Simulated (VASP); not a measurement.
Crystal: KF (Carobbiite).

```
K F
1.0
     0.00000    2.67185    2.67185
     2.67185    0.00000    2.67185
     2.67185    2.67185    0.00000
K F
1 1
Direct
  0.00000 0.00000 0.00000
  0.50000 0.50000 0.50000
```

* Program: VASP 6.6.1
* Task: relaxation of cell and atoms
* Functional: LDA
* Potentials or basis: VASP PAW LDA potentials, release 64 (K_sv, F)
* Cutoff: 600 eV
* k mesh: 10 × 10 × 10
* Occupations: gaussian, width 0.03 eV
* Spin: no spin polarisation

At the start: pressure -3.4 GPa; volume 19.07 Å³/atom.

Question: How do energy, volume and symmetry change on relaxing?

Answer: Over 4 steps the energy falls by 21.8 meV/atom and the volume is 17.24 Å³/atom (-9.6 %); space group Fm-3m (No. 225, to 0.05 Å).

The path:
```
step  energy change (eV)  largest force (eV/Å)  pressure (GPa)  volume (Å³)
   1              0.0000                0.0000           -3.43        38.15
   2             -0.0359                0.0000           -1.64        35.94
   3             -0.0435                0.0000           -0.19        34.65
   4             -0.0436                0.0000            0.00        34.48
```

Final structure:
```
K F
1.0
     0.00000    2.58336    2.58336
     2.58336    0.00000    2.58336
     2.58336    2.58336    0.00000
K F
1 1
Cartesian
  2.5834 2.5834 5.1667
  2.5834 2.5834 2.5834
```
